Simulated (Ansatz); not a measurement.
The system is BN.

```xyz
4
Lattice="2.4982 0.0000 0.0000 -1.2491 2.1635 0.0000 0.0000 0.0000 6.6357" Properties=species:S:1:pos:R:3 pbc="T T T"
N     1.2491    0.7212    1.6589
N     0.0000    1.4424    4.9768
B     1.2491    0.7212    4.9768
B     0.0000    1.4424    1.6589
```

Base run:

| Property | Result |
| --- | --- |
| Program | Ansatz 0.2.0 |
| Functional | PBE |
| Potentials or basis | Ansatz PAW |
| Cutoff | 420 eV (not typed: the program's choice for these potentials) |
| k mesh | 12 × 12 × 4 |
| Occupations | fermi-dirac, width 0.05 eV |
| Spin | no spin polarisation |

Its results: band gap on the k mesh 4.29 eV, indirect (least direct gap 4.66 eV); pressure 5.1 GPa.

The run is repeated on the same cell with these changes: functional from PBE to LDA. What comes out?

Band gap on the k mesh 4.10 eV, indirect (least direct gap 4.52 eV); pressure -2.9 GPa.

LDA binds more tightly than PBE, so the same cell stands under less pressure.

Caveats: this functional lacks dispersion, which binds the layers, so the pressure and a relaxed spacing across them are unreliable (some runs); the PAW data sets come from PBE, with cores solved anew for the run's functional, which leaves a small shift of forces and pressure (some runs).

A k mesh can miss the band edges.
